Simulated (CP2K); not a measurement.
CuO, 2 atoms in the cell. The structure is cubic, space group F-43m (No. 216). Conventional cell: a = 4.655 Å, b = 4.655 Å, c = 4.655 Å, α = 90.00°, β = 90.00°, γ = 90.00°. Around Cu (site symmetry -43m) lie 4 O at 2.02 Å. O (site symmetry -43m) is surrounded by 4 Cu at 2.02 Å. Measurements of this composition are mostly on another form, of space group No. 15.

| Item | Value |
| --- | --- |
| Program | CP2K 2026.2 |
| Task | relaxation of cell and atoms |
| Functional | PBE |
| Potentials or basis | POTENTIAL_UZH Cu GTH-PBE-q11, O GTH-PBE-q6; DZVP-MOLOPT-PBE-GTH basis |
| Density cutoff | 8163 eV |
| k mesh | 8 × 8 × 8 |
| Occupations | fermi-dirac, width 0.05 eV |
| Spin | no spin polarisation |
| Target pressure | 5 GPa |
| SCF solver | diagonalisation with k points |
| Quickstep method | GPW |
| EPS_DEFAULT | 1.0E-9 |
| EPS_SCF | 1.0E-6 |
| MAX_SCF | 100 |
| SCF_GUESS | ATOMIC |
| Mesh centred on Gamma | yes |
| CHOLESKY | OFF |
| EPS_EIGVAL | 1.0E-7 |
| MIXING METHOD | BROYDEN_MIXING |
| MIXING ALPHA | 0.4 |
| NBUFFER | 8 |
| NGRIDS | 4 |
| EXTRAPOLATION | USE_PREV_P |
| Basis sets | Cu DZVP-MOLOPT-PBE-GTH-q11, O DZVP-MOLOPT-PBE-GTH-q6 |
| Potentials | Cu GTH-PBE-q11 of POTENTIAL_UZH, O GTH-PBE-q6 of POTENTIAL_UZH |
| ADDED_MOS | [13] |
| Optimiser | BFGS |
| Most steps | 40 |
| KEEP_SPACE_GROUP | yes |
| Force threshold (eV/A) | 0.03 eV/Å |
| PRESSURE_TOLERANCE (bar) | 300 bar |
| Target pressure (GPa) | 5 GPa |
| REL_CUTOFF (Ry) | 60 Ry |
| MIXING BETA (1/bohr) | 1.5 1/bohr |
| CUTOFF of the grids | 600 Ry |

Potentials or basis: POTENTIAL_UZH Cu GTH-PBE-q11, O GTH-PBE-q6; DZVP-MOLOPT-PBE-GTH basis.

Run with:

```bash
$ OMP_NUM_THREADS=2 cp2k.psmp -i cuo_vcrelax.inp -o cuo_vcrelax.out
```

Hardware: 2 threads of Arm Neoverse V1 (shared host).

Question: How long does it take, and how much memory?

Answer: Run time: 4 min on 2 threads of Arm Neoverse V1, on a shared host, peak memory 0.35 GiB. Counts: scf iterations 51, k points 260, basis 38, bands 22, force evaluations 6, ion steps 6.
